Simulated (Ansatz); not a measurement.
# Pd (simple cubic): energy against volume

The calculation used DFT, PBE, plane waves (420 eV) with PAW, scalar-relativistic in Ansatz 0.2.0.

The cell is scaled uniformly from the relaxed one, with fractional coordinates and shape fixed. Energies are extrapolated to zero smearing, pressures are those at the given smearing. Magnetic state: non-magnetic.

A Birch-Murnaghan fit gives V₀ = 17.87 Å³/atom, B₀ = 120 GPa, B₀′ = 5.4.

Q: What are the energy above the minimum and the pressure at 16.414 Å³/atom?

A: 53.2 meV/atom and 12.89 GPa as computed.

Q: What are the energy above the minimum and the pressure at 18.555 Å³/atom?

A: 9.2 meV/atom and -4.08 GPa as computed.

Q: What are the energy above the minimum and the pressure at 19.269 Å³/atom?

A: 35.1 meV/atom and -7.39 GPa as computed.
